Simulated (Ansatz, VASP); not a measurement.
## TaN: VASP beside Ansatz

Contents of INCAR:

```
  PREC = Accurate
  ENCUT = 520
  EDIFF = 1E-6
  ISMEAR = -1
  SIGMA = 0.02
  LREAL = False
  LASPH = True
  NELM = 80
  ALGO = Normal
  ISIF = 2
  LWAVE = False
  LCHARG = False
  GGA = PE
  NBANDS = 15
```

The input KPOINTS:

```
Automatic mesh
0
Gamma
  12 12 10
```

File POSCAR:

```
TaN
1.0
    2.9956213083      0.0000000000      0.0000000000
   -1.4978106541      2.5942841531      0.0000000000
    0.0000000000      0.0000000000      2.9395437670
Ta N
1 1
Direct
    0.3333333333      0.6666666667      0.5000000000
    0.0000000000      0.0000000000      0.0000000000
```

Input for Ansatz:

```yaml
crystal:
  lattice:
    - [2.9956213083, 0.0, 0.0]
    - [-1.4978106541, 2.5942841531, 0.0]
    - [0.0, 0.0, 2.939543767]
  atoms:
    - { symbol: Ta, position: [0.3333333333, 0.6666666667, 0.5] }
    - { symbol: "N", position: [0.0, 0.0, 0.0] }
kpoints:
  mp_grid: { grid: [12, 12, 10] }
  band_path:
    path:
      - [0.0, 0.0, 0.0]
      - [0.5, 0.0, 0.0]
      - [0.3333333333, 0.3333333333, 0.0]
      - [0.0, 0.0, 0.0]
      - [0.0, 0.0, 0.5]
      - [0.5, 0.0, 0.5]
      - [0.3333333333, 0.3333333333, 0.5]
      - [0.0, 0.0, 0.5]
      - [0.5, 0.0, 0.5]
    npoints: 5
scf:
  occupations: { method: fermi_dirac, width: 0.02 }
hamiltonian:
  xc: pbe
  pseudopotentials: { kind: all_electron, lapw: { basis_error: 0.0005 } }
output:
  forces: true
  stress: true
  eigenvalues: true
```

Change from the starting cell: volume scaled by 1.06.

Alike in both runs: task single point; functional PBE; k mesh 12 × 12 × 10; occupations fermi-dirac, width 0.02 eV; no spin polarisation.

|  | VASP | Ansatz |
| --- | --- | --- |
| version | VASP 6.6.1 | Ansatz 0.2.0 |
| potentials or method | VASP PAW PBE potentials, release 64 (Ta_pv, N) | all-electron LAPW, scalar-relativistic |
| plane-wave cutoff (eV) | 520 | see its input |

```tsv
	VASP	Ansatz	Ansatz less VASP
pressure (GPa)	-13.2	-13.5	-0.22
largest component of the traceless stress (GPa)	0.61	0.66	+0.053
```

Ansatz ran all-electron here, so the differences hold the error of VASP's frozen core and of both bases.

The runs have no spin-orbit coupling, so splittings on Ta are missing.
